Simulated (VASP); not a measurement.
Set up this calculation in VASP 6.6.1, as the native input.

```
Task                   : relaxation of cell and atoms
Functional             : PBE
Potentials or basis    : VASP PAW PBE potentials, release 64 (Al, As)
Cutoff                 : 600 eV
k mesh                 : 8 × 8 × 8
Occupations            : gaussian, width 0.03 eV
Spin                   : no spin polarisation
Further INCAR settings : ALGO = Normal; EDIFF = 1e-07; IBRION = 2; EDIFFG = -0.005; NSW = 90; ISIF = 3
```

The structure of AlAs lies in POSCAR:

```
AlAs                                    
1.0
    0.0000000000      2.8663086877      2.8663086877
    2.8663086877      0.0000000000      2.8663086877
    2.8663086877      2.8663086877      0.0000000000
  Al              As            
     1     1
Direct
     0.0000000000000000    0.0000000000000000    0.0000000000000000
     0.2500000000000000    0.2500000000000000    0.2500000000000000
```

One way to write it, as run:

INCAR

```
SYSTEM = AlAs
PREC = Accurate
ENCUT = 600
EDIFF = 1E-7
ISMEAR = 0
SIGMA = 0.03
LREAL = .FALSE.
LASPH = .TRUE.
NELM = 80
ALGO = Normal
ISIF = 3
LWAVE = .FALSE.
LCHARG = .FALSE.
GGA = PE
IBRION = 2
NSW = 90
EDIFFG = -0.005
```

KPOINTS

```
Automatic mesh
0
G
  8 8 8
  0 0 0
```

Potentials or basis: VASP PAW PBE potentials, release 64 (Al, As).

Launch:

```bash
$ cat potpaw_PBE.64/Al/POTCAR potpaw_PBE.64/As/POTCAR > POTCAR
$ mpirun -np 1 vasp_std > vasp.out
```

Results of the run:

```
Pressure after relaxing : 0.0 GPa
Band gap on the k mesh  : 1.50 eV, indirect (least direct gap 1.76 eV)
```

Caveat: the relaxation stopped at its first step, so nothing moved.

Wall time 9.7 s on 1 thread of Intel(R) Xeon(R) Platinum 8488C (Sapphire Rapids), with other jobs on the host, peak memory 0.17 GiB.
